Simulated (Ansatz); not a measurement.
# Ti2O: relaxation of cell and atoms with PBEsol+U

The system is Ti2O.

```xyz
3
Lattice="2.9194 0.0000 0.0000 -1.4597 2.5283 0.0000 0.0000 0.0000 4.7130" Properties=species:S:1:pos:R:3 pbc="T T T"
Ti    0.0000    1.6855    3.3993
Ti    1.4597    0.8428    1.3137
O     0.0000    0.0000    0.0000
```

| Quantity | Value |
| --- | --- |
| Program | Ansatz 0.2.0 |
| Task | relaxation of cell and atoms |
| Functional | PBEsol |
| Potentials or basis | Ansatz PAW |
| Cutoff | 420 eV (not typed: the program's choice for these potentials) |
| k mesh | 10 × 10 × 6 |
| Occupations | fermi-dirac, width 0.05 eV |
| Spin | no spin polarisation |
| Hubbard terms | Ti d U = 4 eV |
| Hubbard projectors | ortho-atomic (the default) |
| Double counting | fll (the default) |

```yaml
Relaxed_volume: 12.20 Å³/atom
Relaxed_cell: a = 2.965 Å, b = 2.965 Å, c = 4.806 Å, α = 90.00°, β = 90.00°, γ = 120.00°
Space_group_after_relaxing_to_0.05_Å: P-3m1 (No. 164)
Energy_gained_by_relaxing: 40.4 meV/atom
Ionic_steps: 8
Pressure_after_relaxing: 0.0 GPa
Band_gap_on_the_k_mesh: none (metal or under the smearing width)
```

The path:
```tsv
step	energy change (eV)	largest force (eV/Å)	volume (Å³)
1	0.0000	1.1885	34.79
2	-0.0864	0.2828	37.45
3	-0.1141	0.0238	36.80
4	-0.1160	0.0145	36.52
5	-0.1159	0.0006	36.55
6	-0.1211	0.0005	36.55
7	-0.1210	0.0011	36.59
8	-0.1211	0.0008	36.59
```

Final structure:
```
CELL_PARAMETERS angstrom
2.96500 0.00000 0.00000
-1.48250 2.56777 0.00000
0.00000 0.00000 4.80645
ATOMIC_POSITIONS crystal
Ti 0.33333 0.66667 0.73427
Ti 0.66667 0.33333 0.26573
O 0.00000 0.00000 0.00000
```

Levels at points of the mesh, in eV from the Fermi level:
```
             k point  band 12  band 13  band 14  band 15  band 16  band 17  band 18  band 19
  (0.00, 0.00, 0.00)    -6.26    -4.34    -0.37    -0.10     0.58     0.58     1.20     1.20
 (0.00, 0.00, -0.50)    -6.32    -2.36    -1.94     0.23     0.23     0.92     1.93     1.93
 (0.00, -0.50, 0.00)    -6.68    -2.49    -1.36    -0.67     1.13     1.94     2.65     2.81
(0.00, -0.50, -0.50)    -6.62    -1.69    -1.17    -0.66    -0.37     1.29     2.66     2.75
```

Eigenvalues of the final occupation matrices:
| site | spin | trace | eigenvalues |
| --- | --- | --- | --- |
| site 1 | 1 | 1.41 | 0.23 0.23 0.29 0.29 0.37 |
| site 2 | 1 | 1.41 | 0.23 0.23 0.29 0.29 0.37 |

Run time: 15 s on 2 threads of AMD EPYC 7R43 64-Core Processor (Zen 3), on a shared host, peak memory 0.47 GiB.

Caveat: the plane-wave basis is chosen anew once the cell has moved, so the energies of steps on either side of that aren't comparable; the pressure holds a Pulay correction of +0.4 GPa for the finite cutoff; U without spin polarisation on a metal has little footing; the PAW data sets come from PBE, with cores solved anew for the run's functional, which leaves a small shift of forces and pressure. Zero-point motion and thermal expansion aren't in these numbers.
